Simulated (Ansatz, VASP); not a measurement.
**GaP in two plane-wave programs**

Wanted: the spread between two codes on one cell, functional and k mesh. Other levels of theory on this material are compared in a session of their own.

Program: Ansatz 0.2.0. Level of theory: plane waves, with VASP 6.6.1 beside it; band structure at PBE, spin-orbit coupling. Results are calculated unless marked as measured.

**1. The structure**

Symmetry: F-43m, No. 216, cubic system. The conventional cell has a = 5.451 Å, b = 5.451 Å, c = 5.451 Å, α = 90.00°, β = 90.00°, γ = 90.00°. Nearest to Ga lie 4 P at 2.36 Å. Nearest to P lie 4 Ga at 2.36 Å. Farther neighbours are not listed.

As a file:

```xyz
2
Lattice="0.0000 2.7252 2.7252 2.7252 0.0000 2.7252 2.7252 2.7252 0.0000" Properties=species:S:1:pos:R:3 pbc="T T T"
Ga    0.0000    0.0000    0.0000
P     1.3626    1.3626    1.3626
```

**2. VASP: band structure, PBE, spin-orbit coupling**

The same path points are solved in both programs, so levels can be compared one by one.

Lines of VASP's logs that name or quote its potential files are left out, and so is its time.

Input file INCAR:

```
SYSTEM = GaP
PREC = Accurate
ENCUT = 400
EDIFF = 1E-06
NELM = 100
ISMEAR = 0
SIGMA = 0.02
LREAL = .FALSE.
ALGO = Normal
GGA = PE
LNONCOLLINEAR = .TRUE.
MAGMOM = 0 0 0 0 0 0
NBANDS = 30
GGA_COMPAT = .FALSE.
LASPH = .TRUE.
LSORBIT = .TRUE.
LORBIT = 11
LWAVE = .FALSE.
LCHARG = .FALSE.
KPAR = 4
```

Input file POSCAR:

```
GaP
1.0
    0.0000000000      2.7252500000      2.7252500000
    2.7252500000      0.0000000000      2.7252500000
    2.7252500000      2.7252500000      0.0000000000
Ga P
1 1
Direct
    0.0000000000      0.0000000000      0.0000000000
    0.2500000000      0.2500000000      0.2500000000
```

Input file KPOINTS:

```
Automatic mesh
0
Gamma
6 6 6
0 0 0
```

Input file KPOINTS_OPT:

```
Line mode
16
Line-mode
Reciprocal
  0.00000000   0.00000000   0.00000000 GAMMA
  0.50000000   0.00000000   0.50000000 X

  0.50000000   0.00000000   0.50000000 X
  0.50000000   0.25000000   0.75000000 W

  0.50000000   0.25000000   0.75000000 W
  0.37500000   0.37500000   0.75000000 K

  0.37500000   0.37500000   0.75000000 K
  0.00000000   0.00000000   0.00000000 GAMMA

  0.00000000   0.00000000   0.00000000 GAMMA
  0.50000000   0.50000000   0.50000000 L

  0.50000000   0.50000000   0.50000000 L
  0.62500000   0.25000000   0.62500000 U

  0.62500000   0.25000000   0.62500000 U
  0.50000000   0.25000000   0.75000000 W

  0.50000000   0.25000000   0.75000000 W
  0.50000000   0.50000000   0.50000000 L

  0.50000000   0.50000000   0.50000000 L
  0.37500000   0.37500000   0.75000000 K

  0.62500000   0.25000000   0.62500000 U
  0.50000000   0.00000000   0.50000000 X
```

Potentials, in the order of the species: Ga_d and P (PBE family, release 64).

Command:

```bash
> mpirun -np 4 vasp_ncl
```

Numbers of over 12 decimals in the logs are rounded to 6 here.

Output:

```text
[banner, memory and clock lines left out]
running    4 mpi-ranks, on    1 nodes
 distrk:  each k-point on    1 cores,    4 groups
 distr:  one band on    1 cores,    1 groups

 POSCAR found type information on POSCAR GaP
 POSCAR found :  2 types and       2 ions
 LDA part: xc-table for (Slater+PW92), standard interpolation
 POSCAR, INCAR and KPOINTS ok, starting setup
 FFT: planning ... GRIDC
 FFT: planning ... GRID_SOFT
 FFT: planning ... GRID
 WAVECAR not read
 entering main loop
       N       E                     dE             d eps       ncg     rms          rms(c)
DAV:   1     0.116582077384E+03    0.11658E+03   -0.73839E+03  1462   0.152E+03
DAV:   2     0.561186138855E+01   -0.11097E+03   -0.10487E+03  1402   0.388E+02
DAV:   3    -0.889040003309E+01   -0.14502E+02   -0.14330E+02  1556   0.105E+02
DAV:   4    -0.936975491203E+01   -0.47935E+00   -0.47849E+00  1686   0.209E+01
DAV:   5    -0.937978168563E+01   -0.10027E-01   -0.10025E-01  1598   0.283E+00    0.427E+00
DAV:   6    -0.913127556231E+01    0.24851E+00   -0.33017E-01  1986   0.112E+01    0.262E+00
DAV:   7    -0.910654475496E+01    0.24731E-01   -0.15423E-01  1542   0.268E+00    0.120E+00
DAV:   8    -0.910753446145E+01   -0.98971E-03   -0.25039E-02  1678   0.260E+00    0.243E-01
DAV:   9    -0.910732379859E+01    0.21066E-03   -0.29993E-03  1892   0.116E+00    0.136E-01
DAV:  10    -0.910744131404E+01   -0.11752E-03   -0.46438E-04  1942   0.241E-01    0.343E-02
DAV:  11    -0.910752161238E+01   -0.80298E-04   -0.12757E-04  1518   0.165E-01    0.142E-02
DAV:  12    -0.910753943520E+01   -0.17823E-04   -0.37042E-05  1458   0.514E-02    0.913E-03
DAV:  13    -0.910753959096E+01   -0.15576E-06   -0.15100E-06  1558   0.109E-02
   1 F= -.91075396E+01 E0= -.91075396E+01  d E =-.216964E-17  mag=     0.0000     0.0000     0.0000
 Start KPOINTS_OPT (optional k-point list driver)
k-point batch [1-22\160]
       N       E                     dE             ncg
DAV:   1     0.602985270260E+03   -0.69843E+04     1440
DAV:   2    -0.184464313556E+04   -0.24476E+04     1364
DAV:   3    -0.217067261873E+04   -0.32603E+03     1624
DAV:   4    -0.218099627909E+04   -0.10324E+02     1616
DAV:   5    -0.218123104024E+04   -0.23476E+00     1716
DAV:   6    -0.218124196335E+04   -0.10923E-01     1960
DAV:   7    -0.218124204533E+04   -0.81975E-04     1756
DAV:   8    -0.218124204678E+04   -0.14508E-05     1384
DAV:   9    -0.218124204696E+04   -0.17983E-06     1168
[...]
k-point batch [155-160\160]
       N       E                     dE             ncg
DAV:   1     0.940280786344E+04   -0.33987E+04      394
DAV:   2     0.872967914615E+04   -0.67313E+03      366
DAV:   3     0.864480932481E+04   -0.84870E+02      442
DAV:   4     0.864234922738E+04   -0.24601E+01      480
DAV:   5     0.864230193502E+04   -0.47292E-01      490
DAV:   6     0.864229931678E+04   -0.26182E-02      552
DAV:   7     0.864229930224E+04   -0.14535E-04      516
DAV:   8     0.864229930198E+04   -0.26623E-06      400
```

OUTCAR, selected parts (step 2):

```text
ion  position               nearest neighbor table
   1  0.000  0.000  0.000-   2 2.36   2 2.36   2 2.36   2 2.36
   2  0.250  0.250  0.250-   1 2.36   1 2.36   1 2.36   1 2.36

  LATTYP: Found a face centered cubic cell.
 ALAT       =     5.4505000000

 Subroutine GETGRP returns: Found 24 space group operations
 (whereof 24 operations were pure point group operations)

The static configuration has the point symmetry T_d .

 Found     22 irreducible k-points:

   k-points           NKPTS =     22   k-points in BZ     NKDIM =     22   number of bands    NBANDS=     30

   dimension x,y,z NGX =    28 NGY =   28 NGZ =   28
   dimension x,y,z NGXF=    56 NGYF=   56 NGZF=   56

   ENCUT  =  400.0 eV  29.40 Ry    5.42 a.u.   6.29  6.29  6.29*2*pi/ulx,y,z

   NELECT =      18.0000    total number of electrons

 k-points in reciprocal lattice and weights: Automatic mesh
   0.00000000  0.00000000  0.00000000       0.005
   0.16666667  0.00000000  0.00000000       0.019
  -0.16666667  0.00000000  0.00000000       0.019
   0.33333333  0.00000000  0.00000000       0.019
  -0.33333333  0.00000000  0.00000000       0.019
   0.50000000  0.00000000  0.00000000       0.019
   0.16666667  0.16666667  0.00000000       0.028
   0.33333333  0.16666667  0.00000000       0.056
  -0.33333333 -0.16666667  0.00000000       0.056
[...]
-0.33333333  0.33333333  0.16666667       0.111
  -0.33333333  0.50000000  0.16666667       0.056

 average (electrostatic) potential at core
       1 -65.3821       2 -83.3906

 E-fermi :   4.7979

 k-point     1 :       0.0000    0.0000    0.0000
  band No.  band energies     occupation
    ...
     14       4.6022      1.00000
     15       4.6857      1.00000
     16       4.6857      1.00000
     17       4.6857      1.00000
     18       4.6857      1.00000
     19       6.4832      0.00000
     20       6.4832      0.00000
     21       8.4303      0.00000
     22       8.4303      0.00000
     23       8.5991      0.00000
    ...

 k-point     2 :       0.1667    0.0000    0.0000
  band No.  band energies     occupation
    ...
     14       2.2699      1.00000
     15       4.2565      1.00000
     16       4.2565      1.00000
     17       4.3151      1.00000
     18       4.3193      1.00000
     19       7.0691      0.00000
     20       7.0691      0.00000
     21       9.0367      0.00000
     22       9.0367      0.00000
     23       9.1446      0.00000
    ...

 k-point     3 :      -0.1667    0.0000    0.0000
  band No.  band energies     occupation
    ...
     14       2.2699      1.00000
     15       4.2565      1.00000
     16       4.2565      1.00000
     17       4.3151      1.00000
     18       4.3193      1.00000
     19       7.0691      0.00000
     20       7.0691      0.00000
     21       9.0367      0.00000
     22       9.0367      0.00000
     23       9.1446      0.00000
    ...

  Total        0.5560694      0.5560694      0.5560694      0.0000000      0.0000000     -0.0000000
  in kB       22.0085039     22.0085039     22.0085039      0.0000000      0.0000000     -0.0000000
  external PRESSURE =      22.0085039 kB  Pullay stress =       0.0000000 kB

  energy-cutoff  :      400.00
  volume of cell :       40.48
      direct lattice vectors                 reciprocal lattice vectors
     0.000000000  2.725250000  2.725250000    -0.183469406  0.183469406  0.183469406
     2.725250000  0.000000000  2.725250000     0.183469406 -0.183469406  0.183469406
     2.725250000  2.725250000  0.000000000     0.183469406  0.183469406 -0.183469406

 POSITION                                       TOTAL-FORCE (eV/Angst)
 -----------------------------------------------------------------------------------
      0.00000      0.00000      0.00000         0.000000      0.000000     -0.000000
      1.36262      1.36262      1.36262        -0.000000     -0.000000      0.000000
 -----------------------------------------------------------------------------------
    total drift:                                0.000001      0.000001      0.000001

  FREE ENERGIE OF THE ION-ELECTRON SYSTEM (eV)
  ---------------------------------------------------
  free  energy   TOTEN  =        -9.1075395910 eV

  energy  without entropy=       -9.1075395910  energy(sigma->0) =       -9.10753959

 Spin-Orbit-Coupling matrix elements
 Ion:    1  E_soc:     -0.0117208
 Ion:    2  E_soc:     -0.0008822

 total charge
# of ion       s       p       d       tot
------------------------------------------
    1        0.859   0.850  10.013  11.722
    2        1.019   1.528   0.000   2.547
--------------------------------------------------
tot          1.878   2.378  10.013  14.269

 magnetization (x)
# of ion       s       p       d       tot
------------------------------------------
    1        0.000  -0.000   0.000  -0.000
    2       -0.000  -0.000   0.000  -0.000
--------------------------------------------------
tot         -0.000  -0.000   0.000  -0.000

 magnetization (y)
# of ion       s       p       d       tot
------------------------------------------
    1        0.000   0.000   0.000   0.000
    2       -0.000   0.000   0.000  -0.000
--------------------------------------------------
tot         -0.000   0.000   0.000  -0.000

 magnetization (z)
# of ion       s       p       d       tot
------------------------------------------
    1        0.000   0.000   0.000   0.000
    2        0.000  -0.000   0.000  -0.000
--------------------------------------------------
tot          0.000  -0.000   0.000  -0.000

[... 3 further parts left out ...]
```

At this level the cell is under a pressure of 2.2 GPa, so at these settings it is away from equilibrium.

(Part 1 of 2 ends here.)

[Lines on the potential files, build, host, timing and source positions are cut from VASP's logs without a mark.]

[Logs are printed without paths, hosts, clocks, repeated set-up lines and the standing remarks that a program may print on its own settings, such as how far it seeks lower states.]

[Hosts, paths, dates, database ids (printed as entryN), source tags and the programs' standing remarks are cut or masked in the printed files.]
